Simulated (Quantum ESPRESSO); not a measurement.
# Na under changes of volume

One of the cells (37.814 Å³/atom); the others are scaled copies at fixed shape and fractional positions:

```
Na
1.0
     3.76700    0.00000    0.00000
    -1.88350    3.26232    0.00000
     0.00000    0.00000    6.15400
Na
2
Direct
  0.66667 0.33333 0.75000
  0.33333 0.66667 0.25000
```

This isn't the form of Na at room conditions, which is bcc.

- Program: Quantum ESPRESSO 7.5
- Functional: LDA
- Potentials or basis: GBRV 1.5 LDA
- Cutoff: 612 eV
- Density cutoff: 4898 eV
- k mesh: 8 × 8 × 5
- Occupations: fermi-dirac, width 0.05 eV
- Spin: no spin polarisation

```csv
volume (Å³/atom),energy over the lowest point (meV/atom),pressure (GPa)
35.545,0.00,-0.6
36.301,2.75,-0.7
37.057,6.14,-0.8
37.814,10.16,-0.9
38.570,?,?
39.326,19.68,-1.1
40.083,25.11,-1.2
```

What does the run at 38.570 Å³/atom give?

Energy over the lowest point 14.70 meV/atom; pressure -1.0 GPa.

Worked out: A Birch-Murnaghan fit of order 3 (a polynomial in V^(-2/3)) to the other rows has no minimum within the range. It gives 14.68 meV/atom at 38.570 Å³/atom, against the run's 14.70, and -dE/dV = -1.0 GPa, against -1.0.

Energies are extrapolated to zero smearing.
